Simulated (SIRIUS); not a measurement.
**CaO under changes of volume**

One of the cells (14.163 Å³/atom); the others are scaled copies at fixed shape and fractional positions:

```xyz
2
Lattice="0.0000 2.4195 2.4195 2.4195 0.0000 2.4195 2.4195 2.4195 0.0000" Properties=species:S:1:pos:R:3 pbc="T T T"
Ca    0.0000    0.0000    0.0000
O     2.4195    2.4195    2.4195
```

The cell is a database's computed one.

```yaml
Program: SIRIUS 7.10.0
Functional: PBEsol
Potentials_or_basis: PseudoDojo 0.4.1 PBEsol standard (scalar relativistic)
Cutoff: 1152 eV
Density_cutoff: 4606 eV
k_mesh: 10 × 10 × 10
Occupations: fermi-dirac, width 0.05 eV
Spin: no spin polarisation
```

```tsv
volume (Å³/atom)	energy over the lowest point (meV/atom)	pressure (GPa)	gap on the mesh (eV)
13.052	5.67	4.3	3.53
13.330	0.62	1.6	3.54
13.608	0.00	-0.9	3.55
14.163	?	?	?
14.441	20.32	-6.7	3.57
14.719	33.24	-8.2	3.58
```

Q: What does the run at 14.163 Å³/atom give?

A: Energy over the lowest point 10.24 meV/atom; pressure -5.0 GPa; gap on the mesh 3.57 eV.

Worked out: A Birch-Murnaghan fit of order 3 (a polynomial in V^(-2/3)) to the other rows has its minimum at 13.51 Å³/atom with B0 = V·E''(V) = 116 GPa and B' = 4.4. It gives 10.24 meV/atom at 14.163 Å³/atom, against the run's 10.24, and -dE/dV = -4.9 GPa, against -5.0. A straight line through the other rows of the gap, of slope 0.4 eV per unit of ln V, gives 3.56 eV, against the run's 3.57.

Energies are extrapolated to zero smearing.

A mesh can miss the band edges.
